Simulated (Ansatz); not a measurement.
NbP: changing the choice of potentials or basis

The cell as given:

The structure is tetragonal, space group I4_1md (No. 109). Conventional cell: a = 3.350 Å, b = 3.350 Å, c = 11.480 Å, α = 90.00°, β = 90.00°, γ = 90.00°. Nb (site symmetry 2mm) has 6 P at 2.55 Å as nearest neighbours. P (site symmetry 2mm) is surrounded by 6 Nb at 2.55 Å.

The cell is a database's computed one, not the measured one.

Kept alike: task relaxation of cell and atoms; functional PBE; k mesh 11 × 11 × 11; occupations fermi-dirac, width 0.05 eV; no spin polarisation. Program: Ansatz. Cutoffs run from 708 to 1170 eV. The mesh is that of the run's cell of 4 atoms. No spin-orbit coupling.

| choice of potentials or basis | volume (Å³/atom) |
| --- | --- |
| Ansatz NC | 16.005 |
| Ansatz PAW (files of its older set among them) | 16.008 |
| JTH PAW | 15.998 |
| PseudoDojo standard (PBE files) | 16.013 |
| PseudoDojo stringent (PBE files) | 16.013 |
| SPMS NC | 16.019 |

The relaxations keep at least the cell's symmetry (I4_1md). For a metal such a mesh leaves the last digits unconverged. Relaxations stop with a little pressure left, so the last digits of a volume or edge aren't settled. Ansatz's relaxations hold a Pulay term in the stress (up to 0.1 GPa here).

Task: What does the choice of potentials or basis change here?

Result: The volume runs from 15.998 (JTH PAW) to 16.019 Å³/atom (SPMS NC).
